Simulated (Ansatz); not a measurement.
Results of PBE (Ansatz, a program for electronic structure, PAW) for rock-salt LiI.

Run with plane-wave cutoff 520 eV, 10×10×10 k mesh, Fermi–Dirac smearing 0.01 eV, scalar-relativistic PAW data made under PBE.

Results at a series of volumes:

| V (Å³/atom) | E − E_lowest (meV/atom) | P (GPa) |
|---|---|---|
| 25.630 | 6.78 | 1.405 |
| 26.175 | 2.90 | 0.884 |
| 26.720 | 0.70 | 0.418 |
| 27.265 | 0.00 | 0.000 |
| 27.811 | 0.65 | -0.375 |
| 28.356 | 2.51 | -0.711 |
| 28.901 | 5.45 | -1.012 |

Estimate the bulk modulus from the pressures at 26.720 and 27.811 Å³/atom, and compare it with a fit to all energies.

B = −V dP/dV. Between V = 26.720 and 27.811 Å³/atom, dP/dV = (-0.375 − (0.418))/(27.811 − 26.720) = -0.727 GPa per Å³/atom; at the midpoint 27.265 Å³/atom this gives B ≈ 19.8 GPa. The third-order Birch–Murnaghan fit gives V0 = 27.266 Å³/atom, B0 = 19.8 GPa, B′ = 4.5, which lies within 1 % of that estimate.

Measured, for comparison: bulk modulus 24 GPa (0 K, extrapolated to 0 K; as tabulated in Doll and Stoll (1998), arXiv:cond-mat/9801031). Computed less measured: bulk modulus -17 %.

Spin–orbit coupling is not included.

Computed values are for the static lattice.
